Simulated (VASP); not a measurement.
Set up this calculation in VASP 6.6.1, as the native input.

- Task: relaxation of cell and atoms
- Functional: PBEsol
- Potentials or basis: VASP PAW PBE potentials, release 64 (Cd, S)
- Cutoff: 600 eV
- k mesh: 8 × 8 × 8
- Occupations: gaussian, width 0.03 eV
- Spin: no spin polarisation
- Further INCAR settings: ALGO = Normal; EDIFF = 1e-06; IBRION = 2; EDIFFG = -0.01; NSW = 90; ISIF = 3

The structure of CdS (Hawleyite) lies in POSCAR:

```
CdS
1.0
    0.0000000000      2.9165000000      2.9165000000
    2.9165000000      0.0000000000      2.9165000000
    2.9165000000      2.9165000000      0.0000000000
Cd S
1 1
Direct
    0.0000000000      0.0000000000      0.0000000000
    0.2500000000      0.2500000000      0.2500000000
```

These files were run (other wordings do the same):

INCAR

```
PREC = Accurate ; ENCUT = 600
EDIFF = 1E-6 ; ISMEAR = 0
SIGMA = 0.03 ; LREAL = F
LASPH = T ; NELM = 80
ALGO = Normal ; ISIF = 3
LWAVE = F ; LCHARG = F
GGA = PS ; IBRION = 2
NSW = 90 ; EDIFFG = -0.01
KPAR = 8
```

KPOINTS

```
Automatic mesh
0
Gamma
  8 8 8
```

Potentials or basis: VASP PAW PBE potentials, release 64 (Cd, S).

Launch:

```bash
$ cat potpaw_PBE.64/Cd/POTCAR potpaw_PBE.64/S/POTCAR > POTCAR
$ mpirun -np 8 vasp_std > vasp.out
```

It gave:

The relaxed volume is 24.86 Å³/atom and the relaxed cell is a = 4.127 Å, b = 4.127 Å, c = 4.127 Å, α = 60.00°, β = 60.00°, γ = 60.00°. The space group after relaxing (to 0.05 Å) is F-43m (No. 216), the energy gained by relaxing is 0.0 meV/atom and the ionic steps are 2. The pressure after relaxing is 0.0 GPa and the band gap on the k mesh is 1.00 eV, direct.

Caveat: the PAW data sets were made with another functional, which shifts forces and pressure a little.

It took 11 s on 8 MPI ranks on Intel(R) Xeon(R) Platinum 8488C (Sapphire Rapids), on a shared host, peak memory 0.24 GiB a rank.
